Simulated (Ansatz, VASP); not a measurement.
One calculation of Hg, two programs

```xyz
2
Lattice="3.4618 0.0000 0.0000 -1.7309 2.9980 0.0000 0.0000 0.0000 5.4875" Properties=species:S:1:pos:R:3 pbc="T T T"
Hg    1.7309    0.9993    4.1157
Hg    0.0000    1.9987    1.3719
```

Alike in both runs: task single point; functional PBEsol; k mesh 6 × 6 × 4; occupations gaussian, width 0.1 eV; no spin polarisation.

|  | VASP | Ansatz |
| --- | --- | --- |
| version | VASP 6.6.1 | Ansatz 0.2.0 |
| potentials or method | VASP PAW PBE potentials, release 64 (Hg) | scalar-relativistic, plane waves, PAW |
| plane-wave cutoff (eV) | 520 | 420 |
| valence electrons in the cell | 24 | 40 |

```tsv
	VASP	Ansatz	Ansatz less VASP
gap on the k mesh at the Fermi level (eV)	none	none	-
pressure (GPa)	-2.1	-2.2	-0.10
largest component of the traceless stress (GPa)	0.09	0.08	-0.009
```

A gap of «none» marks a metal or a gap that the smearing closes. The functional is the same, so the differences come from potentials, cutoffs and numerics. The two sets of potentials don't hold the same shells in valence.

Caveats: the PAW data sets were made with another functional, which shifts forces and pressure a little (VASP). The runs have no spin-orbit coupling, so splittings on Hg are missing.
